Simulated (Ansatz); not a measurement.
# 4-layer 2H-WOS (2H stacking) in a perpendicular field, part 4 of 4

What dipole does a perpendicular field induce in the 4-layer 2H-WOS (2H stacking)? A positive field points along +c.

Ansatz 0.2.0; plane-wave DFT, PBEsol-D3(BJ), Ansatz PAW (the session's first sound run).

So far, work function, upper face (eV): step 3 (atoms held, field 0, start network, PBEsol D3(BJ)) 6.46; step 13 (PBE spin-orbit, k-mesh 12×12×1, other threshold) 6.42.

## Step 14: With spin-orbit coupling, k-mesh 12×12×1, field 0.3 V/Å

Level of this step: plane-wave DFT, PBE, fully relativistic PAW with spin-orbit coupling (Ansatz).

The same in a field along the normal.

input.yaml

```yaml
crystal:
  lattice:
    - [2.9551627573, 0.0, 0.0]
    - [-1.4775813787, 2.5592460202, 0.0]
    - [0.0, 0.0, 37.1113766605]
  atoms:
    - { symbol: S, position: [0.3333333333, 0.6666666667, 0.2425132348] }
    - { symbol: W, position: [0.0, 0.0, 0.2865279898] }
    - { symbol: O, position: [0.3333333333, 0.6666666667, 0.3180052108] }
    - { symbol: S, position: [0.0, 0.0, 0.3892914847] }
    - { symbol: W, position: [0.3333333333, 0.6666666667, 0.4331683754] }
    - { symbol: O, position: [0.0, 0.0, 0.4646554169] }
    - { symbol: S, position: [0.3333333333, 0.6666666667, 0.5356921294] }
    - { symbol: W, position: [0.0, 0.0, 0.5795682401] }
    - { symbol: O, position: [0.3333333333, 0.6666666667, 0.6110365904] }
    - { symbol: S, position: [0.0, 0.0, 0.6823394351] }
    - { symbol: W, position: [0.3333333333, 0.6666666667, 0.7262672939] }
    - { symbol: O, position: [0.0, 0.0, 0.7574867652] }
kpoints:
  mp_grid: { grid: [12, 12, 1] }
  band_path: { path: [[0, 0, 0], [0.12, 0, 0]], npoints: 24 }
hamiltonian:
  xc: pbe
  pseudopotentials: { kind: paw_fr }
magnetization:
  noncollinear: true
  spin_orbit: true
scf:
  occupations: { method: fermi_dirac, width: 0.02585 }
  convergence: { dr2_threshold: 1.0e-09 }
efield:
  axis: 3
  dipole_correction: true
  ramp_position: 0.9539
  ramp_width: 0.0817
  amplitude: 0.3
output:
  write_potential: true
  write_density: true
  volumetric_format: npy
```

Launch:

```
> ansatz run input.yaml --threads 4 --pin off --max-ram 12288MiB --backend cpu --events-out ev --progress --plain --runs-dir out
```

Numbers of over 12 decimals in the logs are rounded to 6 here.

The log of the run:

```text
[...]
Crystal: 12 atoms, lattice volume = 280.673 Å³
Basis set: ecut = 420 eV, 5381 PW (Γ)
Bands: 128, of which v1, the nominal top of the filled ones, is band 104 counted from 1 (103 counted from 0)
Symmetry: 6 space group operations + 6 with time reversal
[...]
k-points: 19 of 144 (time reversal used)
[...]
k-point 0: bands = [... 100 lower, 5.8174, 5.8174, 6.4932, 6.4932, 6.9736, 6.9736, 7.0741, 7.0741, ... 20 higher]
  k-point 1: bands = [... 100 lower, 5.6084, 5.6327, 6.2923, 6.3103, 6.7968, 6.8750, 7.1538, 7.1668, ... 20 higher]
  k-point 2: bands = [... 100 lower, 5.0747, 5.0874, 5.7858, 5.8053, 6.6177, 6.6525, 6.9910, 7.1112, ... 20 higher]
  k-point 18: bands = [... 100 lower, 4.6113, 4.9883, 5.2564, 5.6381, 6.3328, 6.3469, 6.9101, 6.9256, ... 20 higher]
[key lines of the parts left out:]
SCF converged after 26 iterations
Magnetization: |M| = 0.0000 μB,  M = (+0.0000, +0.0000, +0.0000) μB
Free energy (F): -47520.712950 eV
Fermi energy:    6.303804 eV
Dipole field:    D = 0.079888 V/Å  (p = 0.123914 e·Å, saw-weighted, corrected)
```

It took 5.9 min on 4 threads of Arm Neoverse V1, shared host; peak memory 3.2 GiB; 23 min of CPU time.

This step gave:

```
energy at zero smearing : -47520.7111 eV
dipole along the normal : 0.1239 e·Å
```

The dipole is 0.124 e·Å.

## Step 15: Spin splitting near the zone centre

This step: plane-wave DFT, PBE, fully relativistic PAW with spin-orbit coupling; spin splitting near the zone centre (Ansatz 0.2.0).

Levels that meet at the zone centre are followed outwards; a split that grows in proportion to k gives the Rashba parameter as ΔE/2k.

This step gave:

```
largest split over 2k that stays linear in k : 0.2546 eV Å
```

Groups of levels that meet at the zone centre and whose split, tested at two k, grows in proportion to k or stays under 1 meV; groups that fail this test are left out. Spin splitting, by row:

```csv
level at the first point (eV from the Fermi level),states,split at k = 0.025 1/A (eV),split over 2k (eV Å)
-2.061,2,0.0088,0.1792
-1.768,2,0.0038,0.07739
-1.052,2,0.0058,0.1181
-0.4865,2,0.0062,0.1263
0.1894,2,0.0058,0.1181
1.889,2,0.0125,0.2546
2.44,2,0.0026,0.05295
```

## Step 16: A changed input

This step: plane-wave DFT, PBEsol-D3(BJ), Ansatz PAW (Ansatz 0.2.0).

An input spoilt on purpose, to show how the run answers: it repeats the earlier run at 0.03 V/Å with efield.ramp_position from 0.97 to 0.475, and scf.max_iter set to 80.

input.yaml, the sections that differ from step 14:

```yaml
kpoints:
  mp_grid: { grid: [18, 18, 1] }
  band_path:
    path: [[0, 0, 0], [0.5, 0, 0], [0.33333333, 0.33333333, 0], [0, 0, 0]]
    npoints: 16
hamiltonian:
  xc: pbesol
  dispersion: d3bj
scf:
  occupations: { method: fermi_dirac, width: 0.02585 }
  convergence: { dr2_threshold: 1.0e-10 }
  max_iter: 80
efield:
  axis: 3
  dipole_correction: true
  ramp_position: 0.475
  ramp_width: 0.06
  amplitude: 0.03
# crystal, output: as in step 14
# magnetization: removed
```

The log of the run:

```text
Engine: ansatz 0.2.0, aarch64-unknown-linux-gnu
Pseudopotentials: kind: paw
Pseudopotential: S, paw, valence charge 6, recommended cutoff 420 eV (normal), S.paw.azcp
Pseudopotential: W, paw, valence charge 14, recommended cutoff 420 eV (normal), W.paw.azcp
Pseudopotential: O, paw, valence charge 6, recommended cutoff 420 eV (normal), O.paw.azcp
Functional definition: PBEsol
  exchange = pbesol_x
  correlation = pbesol_c
Crystal: 12 atoms, lattice volume = 280.673 Å³
Basis set: ecut = 420 eV, 5381 PW (Γ)
Bands: 64, of which v1, the nominal top of the filled ones, is band 52 counted from 1 (51 counted from 0)
Symmetry: 6 space group operations
Space group: P3m1 (ITA 156), of the structure as read, at distance tolerance 6.5e-5 Å
k-points: 37 of 324 (time reversal used)
Non-local potential: S, projectors of the file, l = 0: 2, l = 1: 2, l = 2: 2
Non-local potential: W, projectors of the file, l = 0: 3, l = 1: 2, l = 2: 2, l = 3: 1
Non-local potential: O, projectors of the file, l = 0: 2, l = 1: 2, l = 2: 1
PAW form: soft (Blöchl's): semilocal exchange-correlation on the pseudo side does not see the compensation charge
PAW frozen core: S, regenerated for the run's functional, and the local potential with it (the file was generated under x = pbe(κ = 0.804, μ = 0.219515), c = pbe(β = 0.066725))
PAW frozen core: W, regenerated for the run's functional, and the local potential with it (the file was generated under x = pbe(κ = 0.804, μ = 0.219515), c = pbe(β = 0.066725))
PAW frozen core: O, regenerated for the run's functional, and the local potential with it (the file was generated under x = pbe(κ = 0.804, μ = 0.219515), c = pbe(β = 0.066725))
PAW one-centre angular grid: S, 110 points (default); XC on 64 Gauss nodes
PAW one-centre angular grid: W, 590 points (default); XC on 64 Gauss nodes
PAW one-centre angular grid: O, 110 points (default); XC on 64 Gauss nodes
Initial density: superposition of atomic densities (neutral atoms: chi_scale 0, normalization atom, screened)
Initial wavefunctions: pseudopotential atomic-orbital guess
Functional: x = pbesol(κ = 0.804, μ = 0.123457), c = pbesol(β = 0.046)
Error: efield: ion 6 (S) at fractional coordinate 0.5357 along the field axis lies inside the sawtooth ramp with 2 of the planes that the density is read on at each end, [0.4670, 0.5430] — the ramp must sit in vacuum (an ion there feels the fictitious reversed slope); set or move the ramp (efield.ramp_position / ramp_width) or move the geometry
```

Elapsed: 0.38 s, on 4 threads; peak memory 0.47 GiB.

The program refused the input before any cycle.

The program's message: “Error: efield: ion 6 (S) at fractional coordinate 0.5357 along the field axis lies inside the sawtooth ramp with 2 of the planes that the density is read on at each end, [0.4670, 0.5430] — the ramp mu …”

The fault put into the input: the ramp among the atoms.

## Step 17: Varying the input: basis.ecutwfc = "450 eV"

Another changed input: it repeats the earlier run at 0.03 V/Å with basis.ecutwfc to 450 eV.

input.yaml: that of step 16 with these lines changed.

```diff
@@ -29,3 +29,2 @@
   convergence: { dr2_threshold: 1.0e-10 }
-  max_iter: 80
 efield:
@@ -33,3 +32,3 @@
   dipole_correction: true
-  ramp_position: 0.475
+  ramp_position: 0.97
   ramp_width: 0.06
@@ -40 +39,3 @@
   volumetric_format: npy
+basis:
+  ecutwfc: "450 eV"
```

The log of the run:

```text
[...]
Crystal: 12 atoms, lattice volume = 280.673 Å³
Basis set: ecut = 450 eV, 6069 PW (Γ)
Bands: 64, of which v1, the nominal top of the filled ones, is band 52 counted from 1 (51 counted from 0)
Symmetry: 6 space group operations
[...]
k-points: 37 of 324 (time reversal used)
[...]
SCF iter   1: F=—  HF=-46824.146712 eV  |F-HF|=—  |Δ(HF+E_count)|=         —  Δρ=8.27e-2  dr2=2.17e1  ethr=3.10e-3  p=0.026 e·Å  D=1.71e-2 V/Å  ΔV_dip=-0.63 eV  dr2_dipole=2.39e0  V_vac-E_F(+/−)=6.05/5.66 eV  ⟨swp⟩=8.0  Hψ=11454  notcnv=0
[...]
SCF iter  27: F=-46818.719149 eV  HF=-46818.719149 eV  |F-HF|=0.00e0  |Δ(HF+E_count)|=  2.69e-10  Δρ=8.89e-8  dr2=2.32e-11  ethr=1.00e-12  p=-0.114 e·Å  D=-7.37e-2 V/Å  ΔV_dip=2.73 eV  dr2_dipole=4.31e-12  V_vac-E_F(+/−)=6.66/2.91 eV  ⟨swp⟩=12.9  Hψ=8158  notcnv=0
SCF 1 converged in 27 iterations: F = -46818.719149 eV  dr2 = 2.32e-11
[...]
SCF converged after 27 iterations
Free energy (F): -46818.719149 eV
[...]
Internal energy: -46818.716277 eV  (E = F + TS)
E sigma→0 (E₀):  -46818.717713 eV
Entropy (-TS):   -0.002872 eV (-0.239 meV/atom)
Fermi energy:    6.251586 eV
Dipole field:    D = -0.073688 V/Å  (p = -0.114297 e·Å, saw-weighted, corrected)
Work function:   not extracted (applied field tilts the vacuum); planar V_es + V_field profile in the machine report
[...]
--- Band table (eV; the first three rows and the last of 37) ---
  k-point 0: bands = [... 48 lower, 4.4141, 5.1394, 5.7262, 6.4139, 6.8896, 6.8896, 7.4753, 7.4753, ... 8 higher]
  k-point 1: bands = [... 48 lower, 4.3629, 5.0554, 5.6371, 6.3241, 6.8544, 6.9007, 7.4494, 7.4627, ... 8 higher]
  k-point 2: bands = [... 48 lower, 4.1673, 4.7998, 5.3774, 6.0765, 6.7596, 6.9021, 7.2385, 7.4212, ... 8 higher]
  k-point 36: bands = [... 48 lower, 3.5258, 4.1222, 4.6958, 5.3629, 6.2240, 6.8153, 7.3889, 7.5915, ... 8 higher]
```

The job ended after 83 s (4 threads; peak memory 1.2 GiB; 5.5 min of CPU time).

This step gave:

- energy at zero smearing: -46818.7177 eV
- dipole along the normal: -0.1143 e·Å

Electronic bands along the path, in eV, zero at the Fermi level:

```csv
point,band 49,band 50,band 51,band 52,band 53,band 54,band 55,band 56
Γ,-1.84,-1.11,-0.53,0.16,0.64,0.64,1.22,1.22
halfway,-2.49,-2.44,-1.91,-1.18,0.21,0.68,0.83,1.28
M,-2.62,-2.13,-2.04,-1.30,0.81,1.52,1.52,2.01
halfway,-2.86,-2.26,-1.68,-1.00,0.50,1.10,1.44,1.68
K,-2.73,-2.13,-1.56,-0.89,-0.03,0.56,1.14,1.34
halfway,-2.51,-2.50,-1.93,-1.21,0.01,0.64,1.03,1.21
Γ,-1.84,-1.11,-0.53,0.16,0.64,0.64,1.22,1.22
```

```csv
quantity,this run,earlier run,difference
dipole along the normal (e·Å),-0.1143,-0.1143,1.3e-5
```

The dipole moves by under 0.5 % or 5e-5 e·Å. The run took 27 SCF cycles against 28.

Of the bands kept, 2 cross the Fermi level on this path.

## Step 18: Summary of results

| Item | Value |
| --- | --- |
| gap without field | none |
| work function, upper face | 6.46 eV |
| step between the vacuum levels | 3.35 eV |
| equivalent conductor thickness, atoms held | 20.5 Å |
| equivalent conductor thickness, atoms relaxed | 20.9 Å |
| largest split over 2k that stays linear in k at 0.3 V/Å | 0.255 eV Å |

In words: The induced dipole equals that of a perfect conductor 20.52 Å thick, while the outer atoms lie 19.11 Å apart. The two faces differ: the vacuum level above lies 3.35 eV higher than the one below. Letting the atoms follow the field adds 0.37 Å to the equivalent conductor thickness: the ionic part of the response. There is no gap over 0.03 eV, with or without the field. The main runs have no spin polarisation; a magnetic state could lie lower and would change these results. The field series itself is without spin-orbit coupling. With this functional, D3(BJ) tends to leave the relaxed cell short of measured lattice constants, by some per cent.

[Logs are printed without paths, hosts, clocks, repeated set-up lines and the standing remarks that a program may print on its own settings, such as how far it seeks lower states.]

[Hosts, paths, dates, database ids (printed as entryN), source tags and the programs' standing remarks are cut or masked in the printed files.]

[Maps of the electrostatic potential energy from Ansatz leave out the sawtooth potential of an applied field or a dipole correction, so their vacuum need not be flat; planar profiles and work functions include it.]
